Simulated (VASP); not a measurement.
Wanted: the native input for a VASP 6.6.1 run.

- Task: single point
- Functional: PBE
- Potentials or basis: VASP PAW PBE potentials, release 64 (Ga_d, P)
- Cutoff: 520 eV
- k mesh: 4 × 4 × 4
- Occupations: gaussian, width 0.1 eV
- Spin: no spin polarisation
- Dipole correction: no
- Further INCAR settings: ALGO = Normal; EDIFF = 1e-06; NBANDS = 16

The structure of GaP lies in POSCAR:

```
GaP
1.0
    0.0000000000      2.7258124945      2.7258124945
    2.7258124945      0.0000000000      2.7258124945
    2.7258124945      2.7258124945      0.0000000000
Ga P
1 1
Direct
    0.0000000000      0.0000000000      0.0000000000
    0.2500000000      0.2500000000      0.2500000000
```

The cell is a database's computed one.

These files were run (other wordings do the same):

INCAR

```
SYSTEM = GaP
PREC = Accurate
ENCUT = 520
EDIFF = 1E-6
ISMEAR = 0
SIGMA = 0.1
LREAL = .False.
LASPH = .True.
NELM = 60
ALGO = Normal
ISIF = 2
LWAVE = .False.
LCHARG = .False.
GGA = PE
NBANDS = 16
```

KPOINTS

```
regular mesh
0
Gamma
  4 4 4
  0 0 0
```

Potentials or basis: VASP PAW PBE potentials, release 64 (Ga_d, P).

Run with:

```bash
$ cat potpaw_PBE.64/Ga_d/POTCAR potpaw_PBE.64/P/POTCAR > POTCAR
$ mpirun -np 1 vasp_std > vasp.out
```

It gave:

- Pressure: 2.8 GPa
- Band gap on the k mesh: 1.63 eV, indirect (least direct gap 1.81 eV)

Caveat: the k mesh is coarse (spacing up to 0.50 Å⁻¹), so the values aren't converged.

It used 7.2 s of CPU time on 1 thread of AMD EPYC 7R13 Processor (Zen 3) (shared host), which was overloaded at the time.
